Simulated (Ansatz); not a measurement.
## TiO under changes of volume

One of the cells (12.880 Å³/atom); the others are scaled copies at fixed shape and fractional positions:

```
Ti O
1.0
     3.03100    0.00000    0.00000
    -1.51550    2.62492    0.00000
     0.00000    0.00000    3.23770
Ti O
1 1
Direct
  0.66667 0.33333 0.00000
  0.00000 0.00000 0.50000
```

* Program: Ansatz 0.2.0
* Functional: PBEsol
* Potentials or basis: Ansatz PAW
* Cutoff: 420 eV (not typed: the program's choice for these potentials)
* k mesh: 10 × 10 × 8
* Occupations: fermi-dirac, width 0.05 eV
* Spin: no spin polarisation

```csv
volume (Å³/atom),energy over the lowest point (meV/atom),pressure (GPa)
12.107,0.00,-37.3
12.365,?,?
12.622,123.82,-39.6
12.880,188.12,-40.4
13.137,253.69,-41.1
13.395,320.15,-41.6
13.653,387.39,-42.0
```

Task: What does the run at 12.365 Å³/atom give?

Result: Energy over the lowest point 61.01 meV/atom; pressure -38.5 GPa.

Worked out: A Birch-Murnaghan fit of order 3 (a polynomial in V^(-2/3)) to the other rows has no minimum within the range. It gives 61.07 meV/atom at 12.365 Å³/atom, against the run's 61.01, and -dE/dV = -38.5 GPa, against -38.5.

Energies are extrapolated to zero smearing.

Caveats: the PAW data sets come from PBE, with cores solved anew for the run's functional, which leaves a small shift of forces and pressure.
